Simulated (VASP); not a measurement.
Given:

```xyz
3
Lattice="0.0000 2.9103 2.9103 2.9103 0.0000 2.9103 2.9103 2.9103 0.0000" Properties=species:S:1:pos:R:3 pbc="T T T"
Sr     0.0000     0.0000     0.0000
F      4.3655     4.3655     4.3655
F      1.4552     1.4552     1.4552
```

Calculation: PBE GGA, VASP's PBE PAW potentials (set 64) (plane waves; VASP). Run with 400 eV cut-off, 7×7×7 Γ-centred mesh, Gaussian smearing of 0.010 eV, potentials Sr_sv F.

Task: Give the energies of bands 7 to 14 at the high-symmetry points, in eV from the valence-band maximum.

Result: 
```
band      Γ      X      U      L      W
----  -----  -----  -----  -----  -----
7     -1.67  -2.01  -1.75  -1.19  -1.64
8     -1.67  -0.93  -1.08  -1.19  -1.31
9     -1.67  -0.93  -0.86  -0.90  -0.62
10    -0.12  -0.29  -0.50  -0.72  -0.62
11    -0.12  -0.29  -0.24  -0.44  -0.22
12    -0.12  -0.01  -0.07  -0.44  -0.07
13     6.88   8.15   8.44  10.11   8.48
14    10.06  10.13  10.37  10.15  10.75
```

The gap is indirect, 6.88 eV, from the valence maximum at X-U at 0.11 to the conduction minimum at Γ.

The structure comes from a computed database's SrF2 entry; how it stands against other phases isn't given here. The cell was not relaxed at this level.
